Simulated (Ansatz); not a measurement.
# Hf (P6_3/mmc) in Ansatz: notebook

One crystal, Hf, is run at these levels: PBE; tasks: single point.

Everything below comes from runs of Ansatz 0.2.0. Logs are shortened: lines on timing, memory, paths and dates and some standing lists are left out, and cuts for length are marked.

### Step 1. The crystal as given

It takes space group P6_3/mmc (No. 194, hexagonal). Conventional cell: a = 3.197 Å, b = 3.197 Å, c = 5.058 Å, α = 90.00°, β = 90.00°, γ = 120.00°. Around Hf (site symmetry -6m2) lie 12 Hf at 3.13 to 3.20 Å.

### Step 2. Single point, PBE

input.yaml reads:

```yaml
crystal:
  lattice:
    - [3.1967, 0.0, 0.0]
    - [-1.59835, 2.7684234083, 0.0]
    - [0.0, 0.0, 5.0578]
  atoms:
    - { symbol: Hf, position: [0.6666666667, 0.3333333333, 0.75] }
    - { symbol: Hf, position: [0.3333333333, 0.6666666667, 0.25] }
hamiltonian:
  xc: pbe
  pseudopotentials: { kind: paw }
kpoints:
  mp_grid: { grid: [10, 10, 5] }
scf:
  occupations: { method: gaussian, width: 0.014 }
output:
  forces: true
  stress: true
  eigenvalues: true
```

Potentials or basis: Ansatz PAW.

The run is started by

```sh
$ ansatz run input.yaml --threads 2 --pin off --max-ram 5632MiB --backend cpu --events-out ev --progress --plain --runs-dir out
```

Log:

```text
Warning: RAYON_NUM_THREADS=2 ignored (pool sized by the plan → 2); use --threads N
Engine: ansatz 0.2.0, x86_64-unknown-linux-gnu
Pseudopotentials: kind: paw
Pseudopotential: Hf, paw, valence charge 26, recommended cutoff 420 eV (normal), Hf.paw.azcp
Functional definition: PBE
  parameter kappa = 0.804
  parameter beta = 0.06672455060314922
  exchange = pbe_x(kappa = kappa, mu = beta*pi^2/3)
  correlation = pbe_c(beta = beta)
Crystal: 2 atoms, lattice volume = 44.761 Å³
Basis set: ecut = 420 eV, 881 PW (Γ), exchange–correlation on 48×48×72 points (8 copies of the dense FFT grid, shifted against one another)
Bands: 32, of which v1, the nominal top of the filled ones, is band 26 counted from 1 (25 counted from 0)
Symmetry: 24 space group operations
Space group: P63/mmc (ITA 194), of the structure as read, at distance tolerance 3.6e-5 Å
k-points: 42 of 500
Non-local potential: Hf, projectors of the file, l = 0: 3, l = 1: 2, l = 2: 2, l = 3: 3
PAW form: soft (Blöchl's): semilocal exchange-correlation on the pseudo side does not see the compensation charge
PAW one-centre angular grid: Hf, 590 points (default); XC on 64 Gauss nodes
Initial density: superposition of atomic densities (neutral atoms: chi_scale 0, normalization atom), corrected by the library's trained network
Initial wavefunctions: pseudopotential atomic-orbital guess
Functional: x = pbe(κ = 0.804, μ = 0.2195149727645171), c = pbe(β = 0.06672455060314922)
SCF iter   1: F=—  HF=-31442.722663 eV  |F-HF|=—  |Δ(HF+E_count)|=         —  Δρ=3.08e-3  dr2=2.11e-3  ethr=1.77e-3  ⟨swp⟩=4.9  Hψ=4623  notcnv=0
preconditioner: auto → Kerker (q_TF=auto, 2.797 Å⁻¹)  [metal: Δε(μ)=0.012 eV  Ē_g=17.562 eV  σ=0.014 eV  W_gap=0.42  n_scr=22 (ndim 8)  ℏωp=38.5 eV  f_vac=0.000  D(μ)=3.16/eV (n_scr^D=34)]
SCF iter   2: F=—  HF=-31442.722949 eV  |F-HF|=—  |Δ(HF+E_count)|=   2.86e-4  Δρ=1.93e-3  dr2=9.18e-4  ethr=4.05e-6  ⟨swp⟩=2.3  Hψ=2425  notcnv=0  defer=60
SCF iter   3: F=—  HF=-31442.723159 eV  |F-HF|=—  |Δ(HF+E_count)|=   2.09e-4  Δρ=3.19e-4  dr2=4.25e-5  ethr=1.77e-6  ⟨swp⟩=3.0  Hψ=2544  notcnv=0  defer=60
SCF iter   4: F=—  HF=-31442.723166 eV  |F-HF|=—  |Δ(HF+E_count)|=   7.75e-6  Δρ=1.75e-4  dr2=8.48e-6  ethr=8.18e-8  ⟨swp⟩=2.0  Hψ=2361  notcnv=0  defer=60
SCF iter   5: F=—  HF=-31442.723163 eV  |F-HF|=—  |Δ(HF+E_count)|=   2.91e-6  Δρ=5.65e-5  dr2=8.26e-7  ethr=1.63e-8  ⟨swp⟩=2.0  Hψ=2030  notcnv=0  defer=60
SCF iter   6: F=-31442.723164 eV  HF=-31442.723164 eV  |F-HF|=1.12e-8  |Δ(HF+E_count)|=   3.94e-7  Δρ=1.33e-5  dr2=4.28e-8  ethr=1.92e-10  ⟨swp⟩=7.0  Hψ=7143  notcnv=0
SCF 1 converged in 6 iterations: F = -31442.723164 eV  dr2 = 4.28e-8
SCF converged after 6 iterations
Free energy (F): -31442.723164 eV
Harris-Foulkes:  -31442.723164 eV  (|F-HF|=1.12e-8)
Internal energy: -31442.722868 eV  (E = F + TS)
E sigma→0 (E₀):  -31442.723016 eV
Entropy (-TS):   -0.000296 eV (-0.148 meV/atom)
Fermi energy:    19.879961 eV
--- Per-component energies (eV) ---
  E_band       = 72.054446
  E_kinetic    = 848.475294
  E_local      = -10144.667789  (includes V_loc(G=0)·N_el)
  E_nonlocal   = -2488.681306
  E_hartree    = 4772.861597
  E_xc         = -600.334674
  E_vxc        = -532.528190  (∫ρ·V_xc dr)
  E_paw        = -13855.655758  (= ΣΔE_a)
  E_vpaw       = 2843.742733  (= ΣTr[D̂ρ^β])
  E_aug_tail   = -0.000002  (compensation charges beyond the density's cutoff)
  E_ewald      = -9974.720229
  E_smearing   = -0.000296  (= −TS)
  E_closure    = -0.000000  (closes the sum)
  Σ components = -31442.723164   (vs F -31442.723164, Δ=0.00e0)
--- Forces (eV/Å), atoms counted from 1 ---
  atom   1  Hf    -0.00000000     0.00000000     0.00000000
  atom   2  Hf    -0.00000000    -0.00000000    -0.00000000
  max |Σ_I F_I| component: 7.40e-17 eV/Å
--- Stress (GPa, compression-positive) ---
        0.701367       0.000000      -0.000000
       -0.000000       0.701367      -0.000000
       -0.000000      -0.000000       0.496476
  P = ⅓ Tr σ = 0.6331 GPa (6.331 kbar)
--- Band table (eV; the first three rows and the last of 42) ---
  k-point 0: bands = ["-42.0152", "-41.9440", "-11.1592", "-10.4165", "-10.4165", "-10.2905", "-10.2882", "-10.2882", "8.0158", "8.0514", "8.0514", "8.0517", "8.0520", "8.0520", "8.0587", "8.0637", "8.0637", "8.0707", "8.0901", "8.0901", "8.1332", "8.1368", "12.5210", "16.1853", "20.5305", "21.0704", "21.0704", "21.3505", "21.8924", "21.8924", "22.5324", "22.5324"]
  k-point 1: bands = ["-42.0085", "-41.9508", "-11.0813", "-10.4043", "-10.4043", "-10.3791", "-10.3005", "-10.3005", "8.0173", "8.0380", "8.0380", "8.0498", "8.0538", "8.0538", "8.0557", "8.0706", "8.0706", "8.0732", "8.0956", "8.0956", "8.1336", "8.1365", "12.8840", "15.9703", "20.1080", "20.9100", "20.9100", "21.0410", "21.6152", "21.6152", "23.0813", "23.0813"]
  k-point 2: bands = ["-41.9907", "-41.9687", "-10.8726", "-10.6047", "-10.3724", "-10.3724", "-10.3328", "-10.3328", "8.0236", "8.0337", "8.0337", "8.0354", "8.0400", "8.0400", "8.0643", "8.0716", "8.0881", "8.0881", "8.0974", "8.0974", "8.1345", "8.1356", "13.8688", "15.1150", "19.8656", "20.3560", "20.8592", "20.8592", "21.1357", "21.1357", "24.1633", "24.1633"]
  k-point 41: bands = ["-41.9413", "-41.9385", "-10.9595", "-10.9474", "-10.7608", "-10.6825", "-10.4519", "-10.4280", "8.0396", "8.0467", "8.0495", "8.0540", "8.0572", "8.0599", "8.0690", "8.0702", "8.0718", "8.0729", "8.0750", "8.0795", "8.1142", "8.1145", "17.7632", "17.8302", "18.6398", "18.8122", "19.5983", "19.8487", "22.0100", "22.8803", "24.9944", "25.3343"]
```

Run time: 2.7 s. Hardware: 2 threads of Intel Xeon at 2.50GHz (Skylake/Cascade Lake), shared host; peak memory 0.37 GiB.

What came out:

```
Free energy            : -31442.7232 eV
Pressure               : 0.6 GPa
Band gap on the k mesh : none (metal or under the smearing width)
```

Stress tensor (GPa, compression positive):
```
0.70 0.00 0.00
0.00 0.70 0.00
0.00 0.00 0.50
```

### Step 3. Single point, PBE

Changes to input.yaml since step 2:

```diff
@@ -14,3 +14,3 @@
 scf:
-  occupations: { method: gaussian, width: 0.014 }
+  occupations: { method: gaussian, width: 0.015 }
 output:
```

Potentials or basis: Ansatz PAW.

The run is started by

```sh
$ ansatz run input.yaml --threads 2 --pin off --max-ram 5632MiB --backend cpu --events-out ev --progress --plain --runs-dir out
```

Log:

```text
Warning: RAYON_NUM_THREADS=2 ignored (pool sized by the plan → 2); use --threads N
[... 8 set-up lines as earlier in the session ...]
Crystal: 2 atoms, lattice volume = 44.761 Å³
Basis set: ecut = 420 eV, 881 PW (Γ), exchange–correlation on 48×48×72 points (8 copies of the dense FFT grid, shifted against one another)
Bands: 32, of which v1, the nominal top of the filled ones, is band 26 counted from 1 (25 counted from 0)
[... 2 set-up lines as earlier in the session ...]
k-points: 42 of 500
[... 6 set-up lines as earlier in the session ...]
SCF iter   1: F=—  HF=-31442.722686 eV  |F-HF|=—  |Δ(HF+E_count)|=         —  Δρ=3.08e-3  dr2=2.10e-3  ethr=1.77e-3  ⟨swp⟩=4.9  Hψ=4624  notcnv=0
preconditioner: auto → Kerker (q_TF=auto, 2.797 Å⁻¹)  [metal: Δε(μ)=0.012 eV  Ē_g=17.562 eV  σ=0.015 eV  W_gap=0.40  n_scr=22 (ndim 8)  ℏωp=38.5 eV  f_vac=0.000  D(μ)=3.04/eV (n_scr^D=34)]
SCF iter   2: F=—  HF=-31442.722971 eV  |F-HF|=—  |Δ(HF+E_count)|=   2.85e-4  Δρ=1.93e-3  dr2=9.16e-4  ethr=4.04e-6  ⟨swp⟩=2.3  Hψ=2442  notcnv=0  defer=52
SCF iter   3: F=—  HF=-31442.723183 eV  |F-HF|=—  |Δ(HF+E_count)|=   2.12e-4  Δρ=3.19e-4  dr2=4.25e-5  ethr=1.76e-6  ⟨swp⟩=3.0  Hψ=2544  notcnv=0  defer=52
SCF iter   4: F=—  HF=-31442.723188 eV  |F-HF|=—  |Δ(HF+E_count)|=   5.28e-6  Δρ=1.75e-4  dr2=8.47e-6  ethr=8.18e-8  ⟨swp⟩=2.0  Hψ=2361  notcnv=0  defer=52
SCF iter   5: F=—  HF=-31442.723185 eV  |F-HF|=—  |Δ(HF+E_count)|=   2.94e-6  Δρ=5.64e-5  dr2=8.28e-7  ethr=1.63e-8  ⟨swp⟩=2.0  Hψ=2030  notcnv=0  defer=52
SCF iter   6: F=-31442.723185 eV  HF=-31442.723185 eV  |F-HF|=1.13e-8  |Δ(HF+E_count)|=   3.90e-7  Δρ=1.34e-5  dr2=4.29e-8  ethr=1.92e-10  ⟨swp⟩=7.0  Hψ=7143  notcnv=0
SCF 1 converged in 6 iterations: F = -31442.723185 eV  dr2 = 4.29e-8
SCF converged after 6 iterations
Free energy (F): -31442.723185 eV
Harris-Foulkes:  -31442.723185 eV  (|F-HF|=1.13e-8)
Internal energy: -31442.722857 eV  (E = F + TS)
E sigma→0 (E₀):  -31442.723021 eV
Entropy (-TS):   -0.000328 eV (-0.164 meV/atom)
Fermi energy:    19.879813 eV
--- Per-component energies (eV) ---
  E_band       = 72.054801
  E_kinetic    = 848.475454
  E_local      = -10144.668103  (includes V_loc(G=0)·N_el)
  E_nonlocal   = -2488.681330
  E_hartree    = 4772.861713
  E_xc         = -600.334650
  E_vxc        = -532.528174  (∫ρ·V_xc dr)
  E_paw        = -13855.655711  (= ΣΔE_a)
  E_vpaw       = 2843.742932  (= ΣTr[D̂ρ^β])
  E_aug_tail   = -0.000002  (compensation charges beyond the density's cutoff)
  E_ewald      = -9974.720229
  E_smearing   = -0.000328  (= −TS)
  E_closure    = -0.000000  (closes the sum)
  Σ components = -31442.723185   (vs F -31442.723185, Δ=0.00e0)
--- Forces (eV/Å), atoms counted from 1 ---
  atom   1  Hf     0.00000000     0.00000000     0.00000000
  atom   2  Hf    -0.00000000    -0.00000000    -0.00000000
  max |Σ_I F_I| component: 5.55e-17 eV/Å
--- Stress (GPa, compression-positive) ---
        0.703158      -0.000000      -0.000000
        0.000000       0.703158      -0.000000
       -0.000000      -0.000000       0.490645
  P = ⅓ Tr σ = 0.6323 GPa (6.323 kbar)
--- Band table (eV; the first three rows and the last of 42) ---
  k-point 0: bands = ["-42.0152", "-41.9440", "-11.1593", "-10.4164", "-10.4164", "-10.2906", "-10.2881", "-10.2881", "8.0158", "8.0514", "8.0514", "8.0517", "8.0520", "8.0520", "8.0587", "8.0637", "8.0637", "8.0707", "8.0901", "8.0901", "8.1333", "8.1368", "12.5210", "16.1853", "20.5305", "21.0704", "21.0704", "21.3505", "21.8925", "21.8925", "22.5323", "22.5323"]
  k-point 1: bands = ["-42.0085", "-41.9508", "-11.0814", "-10.4043", "-10.4043", "-10.3791", "-10.3005", "-10.3005", "8.0173", "8.0380", "8.0380", "8.0499", "8.0538", "8.0538", "8.0557", "8.0706", "8.0706", "8.0732", "8.0956", "8.0956", "8.1336", "8.1365", "12.8840", "15.9703", "20.1079", "20.9100", "20.9100", "21.0409", "21.6152", "21.6152", "23.0813", "23.0813"]
  k-point 2: bands = ["-41.9907", "-41.9687", "-10.8727", "-10.6048", "-10.3724", "-10.3724", "-10.3327", "-10.3327", "8.0236", "8.0337", "8.0337", "8.0354", "8.0400", "8.0400", "8.0644", "8.0716", "8.0881", "8.0881", "8.0974", "8.0974", "8.1345", "8.1356", "13.8688", "15.1150", "19.8656", "20.3560", "20.8592", "20.8592", "21.1358", "21.1358", "24.1633", "24.1633"]
  k-point 41: bands = ["-41.9413", "-41.9385", "-10.9595", "-10.9474", "-10.7607", "-10.6824", "-10.4519", "-10.4280", "8.0396", "8.0467", "8.0495", "8.0540", "8.0572", "8.0599", "8.0690", "8.0702", "8.0718", "8.0729", "8.0751", "8.0795", "8.1143", "8.1145", "17.7632", "17.8301", "18.6398", "18.8122", "19.5983", "19.8487", "22.0100", "22.8803", "24.9944", "25.3343"]
```

Run time: 2.5 s. Hardware: 2 threads of Intel Xeon at 2.50GHz (Skylake/Cascade Lake), shared host; peak memory 0.37 GiB.

Results:

```yaml
Free_energy: -31442.7232 eV
Pressure: 0.6 GPa
Band_gap_on_the_k_mesh: none (metal or under the smearing width)
```

Spin-orbit coupling is left out, which matters for the levels of Hf.

### Step 4. Single point, PBE

Changes to input.yaml since step 3:

```diff
@@ -14,3 +14,3 @@
 scf:
-  occupations: { method: gaussian, width: 0.015 }
+  occupations: { method: gaussian, width: 0.016 }
 output:
@@ -19 +19,5 @@
   eigenvalues: true
+  write_density: true
+  write_potential: true
+  elf: true
+  volumetric_format: npy
```

The run is started by

```sh
$ ansatz run input.yaml --threads 2 --pin off --max-ram 5632MiB --backend cpu --events-out ev --progress --plain --runs-dir out
```

Run time: 3.4 s. Hardware: 2 threads of Intel Xeon at 2.50GHz (Skylake/Cascade Lake), shared host; peak memory 0.38 GiB.

It converged, with:

* Free energy: -31442.7232 eV
* Pressure: 0.6 GPa
* Band gap on the k mesh: none (metal or under the smearing width)

Stress tensor (GPa, compression positive):
```
0.70 0.00 0.00
0.00 0.70 0.00
0.00 0.00 0.48
```

Levels at points of the mesh, in eV from the Fermi level:
| k point | band 22 | band 23 | band 24 | band 25 | band 26 | band 27 | band 28 | band 29 | band 30 | band 31 |
| --- | --- | --- | --- | --- | --- | --- | --- | --- | --- | --- |
| (0.00, 0.00, 0.00) | -11.74 | -7.36 | -3.69 | 0.65 | 1.19 | 1.19 | 1.47 | 2.01 | 2.01 | 2.65 |
| (0.00, -0.50, 0.00) | -11.77 | -3.33 | -2.73 | -2.21 | -0.79 | 0.80 | 0.88 | 1.69 | 5.90 | 6.41 |

### Step 5. Single point, PBE

Changes to input.yaml since step 4:

```diff
@@ -14,3 +14,3 @@
 scf:
-  occupations: { method: gaussian, width: 0.016 }
+  occupations: { method: gaussian, width: 0.017 }
 output:
@@ -19,5 +19 @@
   eigenvalues: true
-  write_density: true
-  write_potential: true
-  elf: true
-  volumetric_format: npy
```

Potentials or basis: Ansatz PAW.

The run is started by

```sh
$ ansatz run input.yaml --threads 2 --pin off --max-ram 5632MiB --backend cpu --events-out ev --progress --plain --runs-dir out
```

Log:

```text
Warning: RAYON_NUM_THREADS=2 ignored (pool sized by the plan → 2); use --threads N
[... 8 set-up lines as earlier in the session ...]
Crystal: 2 atoms, lattice volume = 44.761 Å³
Basis set: ecut = 420 eV, 881 PW (Γ), exchange–correlation on 48×48×72 points (8 copies of the dense FFT grid, shifted against one another)
Bands: 32, of which v1, the nominal top of the filled ones, is band 26 counted from 1 (25 counted from 0)
[... 2 set-up lines as earlier in the session ...]
k-points: 42 of 500
[... 6 set-up lines as earlier in the session ...]
SCF iter   1: F=—  HF=-31442.722733 eV  |F-HF|=—  |Δ(HF+E_count)|=         —  Δρ=3.08e-3  dr2=2.10e-3  ethr=1.77e-3  ⟨swp⟩=4.9  Hψ=4630  notcnv=0
preconditioner: auto → Kerker (q_TF=auto, 2.797 Å⁻¹)  [metal: Δε(μ)=0.012 eV  Ē_g=17.562 eV  σ=0.017 eV  W_gap=0.36  n_scr=22 (ndim 8)  ℏωp=38.5 eV  f_vac=0.000  D(μ)=2.82/eV (n_scr^D=34)]
SCF iter   2: F=—  HF=-31442.723016 eV  |F-HF|=—  |Δ(HF+E_count)|=   2.84e-4  Δρ=1.92e-3  dr2=9.12e-4  ethr=4.03e-6  ⟨swp⟩=2.3  Hψ=2447  notcnv=0  defer=37
SCF iter   3: F=—  HF=-31442.723227 eV  |F-HF|=—  |Δ(HF+E_count)|=   2.11e-4  Δρ=3.19e-4  dr2=4.25e-5  ethr=1.75e-6  ⟨swp⟩=3.0  Hψ=2543  notcnv=0  defer=37
SCF iter   4: F=—  HF=-31442.723233 eV  |F-HF|=—  |Δ(HF+E_count)|=   5.95e-6  Δρ=1.74e-4  dr2=8.44e-6  ethr=8.17e-8  ⟨swp⟩=2.0  Hψ=2361  notcnv=0  defer=37
SCF iter   5: F=—  HF=-31442.723230 eV  |F-HF|=—  |Δ(HF+E_count)|=   2.97e-6  Δρ=5.63e-5  dr2=8.29e-7  ethr=1.62e-8  ⟨swp⟩=2.0  Hψ=2032  notcnv=0  defer=37
SCF iter   6: F=-31442.723231 eV  HF=-31442.723230 eV  |F-HF|=1.14e-8  |Δ(HF+E_count)|=   3.83e-7  Δρ=1.33e-5  dr2=4.27e-8  ethr=1.92e-10  ⟨swp⟩=7.0  Hψ=7146  notcnv=0
SCF 1 converged in 6 iterations: F = -31442.723231 eV  dr2 = 4.27e-8
SCF converged after 6 iterations
Free energy (F): -31442.723231 eV
Harris-Foulkes:  -31442.723230 eV  (|F-HF|=1.14e-8)
Internal energy: -31442.722834 eV  (E = F + TS)
E sigma→0 (E₀):  -31442.723032 eV
Entropy (-TS):   -0.000396 eV (-0.198 meV/atom)
Fermi energy:    19.879538 eV
--- Per-component energies (eV) ---
  E_band       = 72.055906
  E_kinetic    = 848.475901
  E_local      = -10144.669372  (includes V_loc(G=0)·N_el)
  E_nonlocal   = -2488.681427
  E_hartree    = 4772.862448
  E_xc         = -600.334615
  E_vxc        = -532.528169  (∫ρ·V_xc dr)
  E_paw        = -13855.655539  (= ΣΔE_a)
  E_vpaw       = 2843.743352  (= ΣTr[D̂ρ^β])
  E_aug_tail   = -0.000002  (compensation charges beyond the density's cutoff)
  E_ewald      = -9974.720229
  E_smearing   = -0.000396  (= −TS)
  E_closure    = -0.000000  (closes the sum)
  Σ components = -31442.723231   (vs F -31442.723231, Δ=0.00e0)
--- Forces (eV/Å), atoms counted from 1 ---
  atom   1  Hf     0.00000000     0.00000000     0.00000000
  atom   2  Hf     0.00000000    -0.00000000    -0.00000000
  max |Σ_I F_I| component: 5.55e-17 eV/Å
--- Stress (GPa, compression-positive) ---
        0.706079       0.000000      -0.000000
       -0.000000       0.706079      -0.000000
       -0.000000      -0.000000       0.478604
  P = ⅓ Tr σ = 0.6303 GPa (6.303 kbar)
--- Band table (eV; the first three rows and the last of 42) ---
  k-point 0: bands = ["-42.0152", "-41.9439", "-11.1594", "-10.4163", "-10.4163", "-10.2907", "-10.2880", "-10.2880", "8.0157", "8.0514", "8.0514", "8.0518", "8.0520", "8.0520", "8.0588", "8.0637", "8.0637", "8.0707", "8.0901", "8.0901", "8.1334", "8.1369", "12.5209", "16.1853", "20.5305", "21.0705", "21.0705", "21.3504", "21.8926", "21.8926", "22.5323", "22.5323"]
  k-point 1: bands = ["-42.0084", "-41.9508", "-11.0815", "-10.4042", "-10.4042", "-10.3792", "-10.3004", "-10.3004", "8.0173", "8.0380", "8.0380", "8.0499", "8.0538", "8.0538", "8.0558", "8.0706", "8.0706", "8.0733", "8.0956", "8.0956", "8.1337", "8.1366", "12.8840", "15.9703", "20.1079", "20.9101", "20.9101", "21.0409", "21.6153", "21.6153", "23.0812", "23.0812"]
  k-point 2: bands = ["-41.9907", "-41.9687", "-10.8728", "-10.6049", "-10.3723", "-10.3723", "-10.3326", "-10.3326", "8.0236", "8.0337", "8.0337", "8.0354", "8.0400", "8.0400", "8.0644", "8.0716", "8.0881", "8.0881", "8.0974", "8.0974", "8.1346", "8.1357", "13.8688", "15.1151", "19.8655", "20.3559", "20.8593", "20.8593", "21.1358", "21.1358", "24.1632", "24.1632"]
  k-point 41: bands = ["-41.9413", "-41.9385", "-10.9595", "-10.9474", "-10.7607", "-10.6823", "-10.4520", "-10.4280", "8.0395", "8.0466", "8.0495", "8.0540", "8.0572", "8.0600", "8.0691", "8.0702", "8.0718", "8.0730", "8.0751", "8.0795", "8.1144", "8.1146", "17.7631", "17.8301", "18.6399", "18.8121", "19.5983", "19.8487", "22.0101", "22.8803", "24.9944", "25.3343"]
```

Run time: 2.5 s. Hardware: 2 threads of Intel Xeon at 2.50GHz (Skylake/Cascade Lake), shared host; peak memory 0.37 GiB.

Results:

* Free energy: -31442.7232 eV
* Pressure: 0.6 GPa
* Band gap on the k mesh: none (metal or under the smearing width)

The run has no spin-orbit coupling, so splittings on Hf are missing.

### Step 6. Single point, PBE

Changes to input.yaml since step 5:

```diff
@@ -14,3 +14,3 @@
 scf:
-  occupations: { method: gaussian, width: 0.017 }
+  occupations: { method: gaussian, width: 0.018 }
 output:
@@ -19 +19,5 @@
   eigenvalues: true
+  write_density: true
+  write_potential: true
+  elf: true
+  volumetric_format: npy
```

Potentials or basis: Ansatz PAW.

The run is started by

```sh
$ ansatz run input.yaml --threads 2 --pin off --max-ram 5632MiB --backend cpu --events-out ev --progress --plain --runs-dir out
```

Wall time 3.1 s (2 threads of Intel Xeon at 2.50GHz (Skylake/Cascade Lake), shared host); peak memory 0.38 GiB.

The run converged. Its results:

```yaml
Free_energy: -31442.7233 eV
Pressure: 0.6 GPa
Band_gap_on_the_k_mesh: none (metal or under the smearing width)
```

Stress tensor (GPa, compression positive):
```
0.71 0.00 0.00
0.00 0.71 0.00
0.00 0.00 0.47
```

Levels at points of the mesh, in eV from the Fermi level:
```csv
k point,band 24,band 25,band 26,band 27,band 28,band 29
"(0.00, 0.00, 0.00)",-3.69,0.65,1.19,1.19,1.47,2.01
"(0.00, -0.50, 0.00)",-2.73,-2.21,-0.79,0.80,0.88,1.69
```

The run has no spin-orbit coupling, so splittings on Hf are missing.

### Step 7. Summary

```csv
smearing,gap on the mesh (eV),pressure (GPa)
gaussian 0.014 eV,none,0.6
gaussian 0.015 eV,none,0.6
gaussian 0.016 eV,none,0.6
gaussian 0.017 eV,none,0.6
gaussian 0.018 eV,none,0.6
```

Alike in all rows: task single point; level PBE; potentials or basis Ansatz PAW; no spin polarisation; cell as given; k mesh 10 × 10 × 5; cutoff (eV) 420.

Every run on the cell as given and a fine mesh finds a metal.

Absolute energies hang on the potentials; compare differences alone.
